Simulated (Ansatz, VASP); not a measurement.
**CdS: VASP beside Ansatz**

File INCAR:

```
  ALGO = Normal
  EDIFF = 1E-7
  ENCUT = 520
  GGA = PE
  ISIF = 2
  ISMEAR = 0
  LASPH = True
  LCHARG = False
  LREAL = False
  LWAVE = False
  NBANDS = 16
  NELM = 60
  PREC = Accurate
  SIGMA = 0.03
```

The input KPOINTS:

```
k-points
0
Gamma
  10 10 10
```

POSCAR

```
CdS
1.0
    0.0000000000      2.8909062000      2.7532440000
    2.8909062000      0.0000000000      2.7532440000
    2.8909062000      2.8909062000      0.0000000000
Cd S
1 1
Direct
    0.0000000000      0.0000000000      0.0000000000
    0.5000000000      0.5000000000      0.5000000000
```

Input for Ansatz:

```yaml
crystal:
  lattice:
    - [0.0, 2.8909062, 2.753244]
    - [2.8909062, 0.0, 2.753244]
    - [2.8909062, 2.8909062, 0.0]
  atoms:
    - { symbol: Cd, position: [0.0, 0.0, 0.0] }
    - { symbol: S, position: [0.5, 0.5, 0.5] }
basis:
  ecutwfc: 420
kpoints:
  mp_grid: { grid: [10, 10, 10] }
hamiltonian:
  xc: pbe
scf:
  occupations: { method: gaussian, width: 0.03 }
output:
  forces: true
  stress: true
  eigenvalues: true
```

Change from the starting cell: strain +0.050 along x and y, +0.000 along z, atoms carried along.

Alike in both runs: task single point; functional PBE; k mesh 10 × 10 × 10; occupations gaussian, width 0.03 eV; no spin polarisation.

|  | VASP | Ansatz |
| --- | --- | --- |
| version | VASP 6.6.1 | Ansatz 0.2.0 |
| potentials or method | VASP PAW PBE potentials, release 64 (Cd, S) | scalar-relativistic, plane waves, PAW |
| plane-wave cutoff (eV) | 520 | 420 |
| valence electrons in the cell | 18 | 26 |

Ansatz gave:

- gap on the k mesh at the Fermi level (eV): 0.07
- least direct gap on the mesh (eV): 0.91
- pressure (GPa): -5.6
- largest component of the traceless stress (GPa): 1.00

Q: Estimate VASP's values.

A: gap on the k mesh at the Fermi level (eV): 0.06; least direct gap on the mesh (eV): 0.89; pressure (GPa): -5.4; largest component of the traceless stress (GPa): 1.07.

The two sets of potentials don't hold the same shells in valence.
